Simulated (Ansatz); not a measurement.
# Cs: which structure wins at one pressure

Which of fcc, bcc, hcp, simple hexagonal, dhcp, diamond has the lowest enthalpy for Cs at one common pressure? The runs shown use LAPW. Companion runs by PAW are cited.

Computed with Ansatz 0.2.0 (DFT, PBE, all-electron LAPW, scalar-relativistic, unless a step's input says otherwise).

## 1. The structure to begin with

Symmetry: Fm-3m, No. 225, cubic system. Conventional cell: a = 6.855 Å, b = 6.855 Å, c = 6.855 Å, α = 90.00°, β = 90.00°, γ = 90.00°.

Structure file:

```
CELL_PARAMETERS angstrom
0.00000 3.42756 3.42756
3.42756 0.00000 3.42756
3.42756 3.42756 0.00000
ATOMIC_POSITIONS crystal
Cs 0.00000 0.00000 0.00000
```

## 2. Fcc relaxed under pressure, LAPW

The input, input.yaml:

```yaml
crystal:
  lattice:
    - [0.0, 3.4275636976, 3.4275636976]
    - [3.4275636976, 0.0, 3.4275636976]
    - [3.4275636976, 3.4275636976, 0.0]
  atoms:
    - { symbol: Cs, position: [0.0, 0.0, 0.0] }
kpoints:
  mp_grid: { grid: [10, 10, 10] }
scf:
  occupations: { method: fermi_dirac, width: 0.05 }
hamiltonian:
  xc: pbe
  pseudopotentials: { kind: all_electron, lapw: { basis_error: 0.0005 } }
output:
  forces: true
  stress: true
  eigenvalues: true
relax:
  f_tol: 0.005
  max_steps: 12
  cell: { p_target: 1.3, stress_tol: 0.03 }
```

The run is started by

```sh
$ ansatz run input.yaml --threads 1 --pin off --max-ram 3584MiB --backend cpu --events-out ev --progress --plain --runs-dir out
```

After this run come: Bcc relaxed under pressure, LAPW; Hcp relaxed under pressure, LAPW; Simple hexagonal relaxed under pressure, LAPW; Dhcp at the cell that PAW relaxed, LAPW; Diamond relaxed under pressure, LAPW.

What does the calculation give? Wanted: pressure; lowest (for each run or level that gives them).

The runs gave:

| quantity | value |
| --- | --- |
| pressure | 1.3 GPa |
| lowest (LAPW) | hcp, 1.8 meV/atom under bcc |
| lowest (PAW) | hcp, 1.8 meV/atom under bcc |

**Reading.** By LAPW the order is hcp < bcc < dhcp ≈ fcc < simple hexagonal < diamond; the first two lie within 1.9 meV/atom, too close to call. By PAW the order is hcp < bcc < dhcp ≈ fcc < simple hexagonal < diamond; the first two lie within 1.9 meV/atom, too close to call. The methods agree on the lowest phase. Only these structures were tried, with electrons smeared by 0.05 eV and without vibrations, so the true ground state may be another. The k meshes differ between phases and weren't tested, which can move differences by some meV. Spin-orbit coupling is left out, though the cell holds Cs; in elements this heavy it can shift bands and gaps by tenths of an eV.
